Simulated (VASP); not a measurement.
# Al (Fm-3m) in VASP: further runs, part 2 of 2

VASP 6.6.1. Earlier steps stand in the parts before.

### Step 3. Single point, PBE

The input, INCAR:

```
SYSTEM = Al
PREC = Accurate
ENCUT = 300
EDIFF = 1E-7
ISMEAR = -1
SIGMA = 0.15
LREAL = .False.
LASPH = .True.
NELM = 100
ALGO = Normal
ISIF = 2
LWAVE = .False.
LCHARG = .False.
GGA = PE
NBANDS = 8
ADDGRID = .False.
```

The input, KPOINTS:

```
regular mesh
0
Gamma
  15 15 15
  0 0 0
```

The input, POSCAR:

```
Al
1.0
   -0.0142710000      2.0302060000      1.9470980000
    2.0319350000     -0.0386130000      1.9714400000
    2.0296090000      2.0522230000     -0.0362870000
Al
1
Direct
    0.0259050000     -0.0062880000     -0.0081470000
```

Potentials or basis: VASP PAW PBE potentials, release 64 (Al).

The run is started by

```
$ cat potpaw_PBE.64/Al/POTCAR > POTCAR
$ mpirun -np 1 vasp_std > vasp.out
```

OUTCAR:

```text
SYSTEM = Al
   PREC = Accurate
   ENCUT = 300
   EDIFF = 1E-7
   ISMEAR = -1
   LREAL = .False.
   LASPH = .True.
   NELM = 100
   ISIF = 2
   GGA = PE

 Found   1688 irreducible k-points:

 Following reciprocal coordinates:
            Coordinates               Weight
  0.000000  0.000000  0.000000      1.000000
  0.066667  0.000000  0.000000      2.000000
  0.133333 -0.000000 -0.000000      2.000000
  0.200000  0.000000 -0.000000      2.000000
  0.266667 -0.000000 -0.000000      2.000000
  0.333333  0.000000 -0.000000      2.000000
   k-points           NKPTS =   1688   k-points in BZ     NKDIM =   1688   number of bands    NBANDS=      8
   number of dos      NEDOS =    301   number of ions     NIONS =      1
   total plane-waves  NPLWV =   4096
   dimension x,y,z NGX =    16 NGY =   16 NGZ =   16
   dimension x,y,z NGXF=    32 NGYF=   32 NGZF=   32
   ions per type =               1
   NGX,Y,Z   is equivalent  to a cutoff of   9.46,  9.39,  9.21 a.u.
   NGXF,Y,Z  is equivalent  to a cutoff of  18.91, 18.79, 18.43 a.u.
 SYSTEM =  Al
   PREC   = accura    normal or accurate (medium, high low for compatibility)
   ISTART =      0    job   : 0-new  1-cont  2-samecut
   ICHARG =      2    charge: 1-file 2-atom 10-const
   ISPIN  =      1    spin polarized calculation?
   LNONCOLLINEAR =      F non collinear calculations
   LSORBIT =      F    spin-orbit coupling
   LASPH  =      T    aspherical Exc in radial PAW
   ENCUT  =  300.0 eV  22.05 Ry    4.70 a.u.   3.97  4.00  4.08*2*pi/ulx,y,z
   NELM   =    100;   NELMIN=  2; NELMDL= -5     # of ELM steps
   EDIFF  = 0.1E-06   stopping-criterion for ELM
   LREAL  =      F    real-space projection
   EDIFFG = 0.1E-05   stopping-criterion for IOM
   NSW    =      0    number of steps for IOM
   IBRION =     -1    ionic relax: 0-MD 1-quasi-New 2-CG
   NFREE  =      0    steps in history (QN), initial steepest desc. (CG)
   ISIF   =      2    stress and relaxation
   ISYM   =      2    0-nonsym 1-usesym 2-fastsym
   POTIM  = 0.5000    time-step for ionic-motion
   TEBEG  =    0.0;   TEEND  =   0.0 temperature during run
   PSTRESS=    0.0 pullay stress
   NELECT =       3.0000    total number of electrons
   NUPDOWN=      -1.0000    fix difference up-down
   EMIN   =  10.00;   EMAX   =-10.00  energy-range for DOS
   EFERMI =   0.00;   METHOD = LEGACY
   ISMEAR =    -1;   SIGMA  =   0.15  broadening in eV -4-tet -1-fermi 0-gaus
   EFERMI_NEDOS =   21; number of points for ismear=-14 and -15
   IALGO  =     38    algorithm
   IMIX   =      4    mixing-type and parameters
     AMIX     =   0.40;   BMIX     =  1.00
     AMIX_MAG =   1.60;   BMIX_MAG =  1.00
  volume/ion in A,a.u.               =      16.60       112.04
  Fermi-wavevector in a.u.,A,eV,Ry     =   0.925526  1.748991 11.654732  0.856599
  Thomas-Fermi vector in A             =   2.051390
   LORBIT       =      0    0 simple, 1 ext, 2 COOP (PROOUT), +10 PAW based schemes
   GGA     = PE    functional components
   LHFCALC =     F    Hartree Fock is set to
   AEXX    =    0.0000 exact exchange contribution
   IVDW    =     0    specifies the selected vdW correction
   LEPSILON=     F    determine dielectric tensor
   LRPA    =     F    only Hartree local field effects (RPA)
 non-spin polarized calculation
  energy-cutoff  :      300.00
  volume of cell :       16.60
 maximum number of plane-waves:       205
   NGX =  7   NGY =  7   NGZ =  9

 number of electron       3.0000000 magnetization

 Free energy of the ion-electron system (eV)
  ---------------------------------------------------
  ext. energy  EPLUGINS =         0.00000000
  ---------------------------------------------------
  free energy    TOTEN  =        -3.75235504 eV

  energy without entropy =       -3.72175703  energy(sigma->0) =       -3.73705603

 E-fermi :   7.9666     XC(G=0): -10.1736

 val. band max:        7.9653192763   @ k =  -0.1333   0.2667   0.4667
 cond. band min:       7.9701430912   @ k =  -0.2667  -0.4667   0.1333
 fundamental gap:      0.0048238149
 Fermi energy:         7.9665572828

 k-point     1 :       0.0000    0.0000    0.0000
  band No.  band energies     occupation
      1      -3.1555      2.00000
      2      20.0890      0.00000
      3      20.4696      0.00000
      4      21.1762      0.00000
      5      21.4488      0.00000
      6      21.8592      0.00000
      7      22.4980      0.00000
      8      24.5373      0.00000
[... 45 lines left out ...]
 k-point     6 :       0.3333    0.0000   -0.0000
  band No.  band energies     occupation
      1      -0.1431      2.00000
      2       8.5627      0.03690
      3      18.1680      0.00000
      4      18.9258      0.00000
      5      20.6295      0.00000
      6      21.6593      0.00000
      7      22.1874      0.00000
      8      25.2841      0.00000

 [... further k-points ...]

------------------------ aborting loop because EDIFF is reached ----------------------------------------

  FORCE on cell =-STRESS in cart. coord.  units (eV):
  Direction    XX          YY          ZZ          XY          YZ          ZX
  --------------------------------------------------------------------------------------
  -------------------------------------------------------------------------------------
  Total       -0.0984289     -0.1033882      0.0970311      0.0080651      0.1080912      0.0299920
  in kB       -9.4984634     -9.9770475      9.3635797      0.7782880     10.4308859      2.8942479
  external PRESSURE =      -3.3706438 kB  Pullay stress =       0.0000000 kB

 VOLUME and BASIS-vectors are now :
 -----------------------------------------------------------------------------
  energy-cutoff  :      300.00
  volume of cell :       16.60
      direct lattice vectors                 reciprocal lattice vectors
    -0.014271000  2.030206000  1.947098000    -0.243600396  0.245440565  0.255882689
     2.031935000 -0.038613000  1.971440000     0.245113160 -0.237992671  0.249947439
     2.029609000  2.052223000 -0.036287000     0.245598817  0.239991210 -0.248434673

 POSITION                                       TOTAL-FORCE (eV/Angst)
 -----------------------------------------------------------------------------------
      4.03186      2.04973      1.97349         0.000000      0.000000     -0.000000
 -----------------------------------------------------------------------------------
    total drift:                                0.000007      0.000004      0.000006

  FREE ENERGIE OF THE ION-ELECTRON SYSTEM (eV)
  ---------------------------------------------------
  free  energy   TOTEN  =        -3.7523550357 eV

  energy  without entropy=       -3.7217570258  energy(sigma->0) =       -3.73705603
```

stdout:

```text
POSCAR found type information on POSCAR Al
 POSCAR found :  1 types and       1 ions
 scaLAPACK will be used
 LDA part: xc-table for (Slater+PW92), standard interpolation
 POSCAR, INCAR and KPOINTS ok, starting setup
 FFT: planning ... GRIDC
 FFT: planning ... GRID_SOFT
 FFT: planning ... GRID
 WAVECAR not read
 entering main loop
```

Wall time 20 s (1 thread of Intel Xeon 6975P-C (Granite Rapids), shared host); peak memory 0.18 GiB.

The run converged, but some of its settings lie outside the range that counts as converged, so its numbers aren't taken as properties of the crystal.

What came out:

```yaml
Free_energy: -3.7524 eV
Pressure: -0.3 GPa
Band_gap_on_the_k_mesh: none (metal or under the smearing width)
```

### Step 4. Single point, PBE

INCAR, as its differences from that of step 3:

```diff
@@ -2,3 +2,3 @@
 PREC = Accurate
-ENCUT = 300
+ENCUT = 500
 EDIFF = 1E-7
```

The input, KPOINTS:

```
regular mesh
0
Gamma
  12 12 12
  0 0 0
```

The input, POSCAR:

```
Al
1.0
    0.0000000000      2.0248050000      2.0248050000
    2.0248050000      0.0000000000      2.0248050000
    2.0248050000      2.0248050000      0.0000000000
Al
1
Direct
    0.0000000000      0.0000000000      0.0000000000
```

The run is started by

```
$ cat potpaw_PBE.64/Al/POTCAR > POTCAR
$ mpirun -np 1 vasp_std > vasp.out
```

Wall time 3.8 s (1 thread of Intel Xeon 6975P-C (Granite Rapids), shared host); peak memory 0.12 GiB.

The run converged, but some of its settings lie outside the range that counts as converged, so its numbers aren't taken as properties of the crystal.

What came out:

```yaml
Free_energy: -3.7675 eV
Pressure: -0.4 GPa
Band_gap_on_the_k_mesh: none (metal or under the smearing width)
```

### Step 5. Single point, PBE

INCAR is that of step 4.

KPOINTS is that of step 4.

The input, POSCAR:

```
Al
1.0
   -0.0142710000      2.0302060000      1.9470980000
    2.0319350000     -0.0386130000      1.9714400000
    2.0296090000      2.0522230000     -0.0362870000
Al
1
Direct
    0.0259050000     -0.0062880000     -0.0081470000
```

Potentials or basis: VASP PAW PBE potentials, release 64 (Al).

The run is started by

```
$ cat potpaw_PBE.64/Al/POTCAR > POTCAR
$ mpirun -np 1 vasp_std > vasp.out
```

OUTCAR:

```text
SYSTEM = Al
   PREC = Accurate
   ENCUT = 500
   EDIFF = 1E-7
   ISMEAR = -1
   LREAL = .False.
   LASPH = .True.
   NELM = 100
   ISIF = 2
   GGA = PE

 Found    868 irreducible k-points:

 Following reciprocal coordinates:
            Coordinates               Weight
  0.000000  0.000000  0.000000      1.000000
  0.083333 -0.000000  0.000000      2.000000
  0.166667  0.000000 -0.000000      2.000000
  0.250000  0.000000 -0.000000      2.000000
  0.333333  0.000000 -0.000000      2.000000
  0.416667  0.000000 -0.000000      2.000000
   k-points           NKPTS =    868   k-points in BZ     NKDIM =    868   number of bands    NBANDS=      8
   number of dos      NEDOS =    301   number of ions     NIONS =      1
   total plane-waves  NPLWV =  13824
   dimension x,y,z NGX =    24 NGY =   24 NGZ =   24
   dimension x,y,z NGXF=    48 NGYF=   48 NGZF=   48
   ions per type =               1
   NGX,Y,Z   is equivalent  to a cutoff of  14.18, 14.09, 13.82 a.u.
   NGXF,Y,Z  is equivalent  to a cutoff of  28.37, 28.18, 27.64 a.u.
 SYSTEM =  Al
   PREC   = accura    normal or accurate (medium, high low for compatibility)
   ISTART =      0    job   : 0-new  1-cont  2-samecut
   ICHARG =      2    charge: 1-file 2-atom 10-const
   ISPIN  =      1    spin polarized calculation?
   LNONCOLLINEAR =      F non collinear calculations
   LSORBIT =      F    spin-orbit coupling
   LASPH  =      T    aspherical Exc in radial PAW
   ENCUT  =  500.0 eV  36.75 Ry    6.06 a.u.   5.13  5.16  5.26*2*pi/ulx,y,z
[... 60 lines left out ...]
      2      20.0457      0.00000
      3      20.4256      0.00000
      4      21.1327      0.00000
      5      21.4469      0.00000
      6      21.8570      0.00000
      7      22.4959      0.00000
      8      24.5321      0.00000
[... 45 lines left out ...]
 k-point     6 :       0.4167    0.0000   -0.0000
  band No.  band energies     occupation
      1       1.5224      2.00000
      2       5.8940      2.00000
      3      18.2878      0.00000
      4      19.0987      0.00000
      5      19.5448      0.00000
      6      20.4916      0.00000
      7      22.4526      0.00000
      8      24.0237      0.00000

 [... further k-points ...]

------------------------ aborting loop because EDIFF is reached ----------------------------------------

  FORCE on cell =-STRESS in cart. coord.  units (eV):
  Direction    XX          YY          ZZ          XY          YZ          ZX
  --------------------------------------------------------------------------------------
  -------------------------------------------------------------------------------------
  Total       -0.0382474     -0.1719518      0.1119254      0.0394738      0.1417843      0.0206853
  in kB       -3.6909081    -16.5934833     10.8008860      3.8092492     13.6822957      1.9961507
  external PRESSURE =      -3.1611684 kB  Pullay stress =       0.0000000 kB

 VOLUME and BASIS-vectors are now :
 -----------------------------------------------------------------------------
  energy-cutoff  :      500.00
  volume of cell :       16.60
      direct lattice vectors                 reciprocal lattice vectors
    -0.014271000  2.030206000  1.947098000    -0.243600396  0.245440565  0.255882689
     2.031935000 -0.038613000  1.971440000     0.245113160 -0.237992671  0.249947439
     2.029609000  2.052223000 -0.036287000     0.245598817  0.239991210 -0.248434673

 POSITION                                       TOTAL-FORCE (eV/Angst)
 -----------------------------------------------------------------------------------
      4.03186      2.04973      1.97349        -0.000000     -0.000000     -0.000000
 -----------------------------------------------------------------------------------
    total drift:                                0.000000     -0.000000      0.000000

  FREE ENERGIE OF THE ION-ELECTRON SYSTEM (eV)
  ---------------------------------------------------
  free  energy   TOTEN  =        -3.7622379324 eV

  energy  without entropy=       -3.7357607941  energy(sigma->0) =       -3.74899936
```

OSZICAR:

```text
N       E                     dE             d eps       ncg     rms          rms(c)
DAV:   1    -0.240871345957E+01   -0.24087E+01   -0.83341E+02 13944   0.195E+02
DAV:   2    -0.377761054284E+01   -0.13689E+01   -0.13163E+01 19352   0.183E+01
DAV:   3    -0.378445799705E+01   -0.68475E-02   -0.68428E-02 17672   0.144E+00
DAV:   4    -0.378447526621E+01   -0.17269E-04   -0.17269E-04 22008   0.643E-02
DAV:   5    -0.378447530415E+01   -0.37940E-07   -0.38489E-07 17824   0.172E-03    0.129E+00
DAV:   6    -0.377162427311E+01    0.12851E-01   -0.16641E-03 18200   0.194E-01    0.752E-01
DAV:   7    -0.376224497805E+01    0.93793E-02   -0.49927E-03 17864   0.315E-01    0.145E-01
DAV:   8    -0.376223983273E+01    0.51453E-05   -0.14020E-05 19784   0.265E-02    0.812E-03
DAV:   9    -0.376223832274E+01    0.15100E-05   -0.82338E-07 19952   0.397E-03    0.698E-04
DAV:  10    -0.376223796872E+01    0.35403E-06   -0.44362E-09 18304   0.426E-04    0.264E-04
DAV:  11    -0.376223793240E+01    0.36317E-07   -0.14517E-10  9848   0.705E-05
   1 F= -.37622379E+01 E0= -.37489994E+01  d E =-.264771E-01
```

Run time: 36 s. Hardware: 1 thread of Intel Xeon 6975P-C (Granite Rapids), shared host; peak memory 0.2 GiB.

These settings aren't checked as converged: the numbers below hold their error.

What came out:

```yaml
Free_energy: -3.7622 eV
Pressure: -0.3 GPa
Band_gap_on_the_k_mesh: none (metal or under the smearing width)
```
